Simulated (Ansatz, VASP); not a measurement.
**One calculation of Sb, two programs**

```
Sb
1.0
     5.45634    0.00000    0.00000
    -2.72817    4.72533    0.00000
     0.00000    0.00000    3.21419
Sb
3
Direct
  0.00000 0.00000 0.00000
  0.33333 0.66667 0.50000
  0.66667 0.33333 0.50000
```

This isn't the form of Sb at room conditions, which is rhombohedral.

Alike in both runs: task single point; functional PBE; k mesh 7 × 7 × 9; occupations fermi-dirac, width 0.1 eV; no spin polarisation.

|  | VASP | Ansatz |
| --- | --- | --- |
| version | VASP 6.6.1 | Ansatz 0.2.0 |
| potentials or method | VASP PAW PBE potentials, release 64 (Sb), cutoff 520 eV | all-electron LAPW, scalar-relativistic |

VASP gave:

| Quantity | Value |
| --- | --- |
| pressure (GPa) | -0.1 |

Q: Estimate Ansatz's values.

A: Pressure (GPa): 0.0.

Ansatz ran all-electron here, so the differences hold the error of VASP's frozen core and of both bases.

The runs have no spin-orbit coupling, so splittings on Sb are missing.
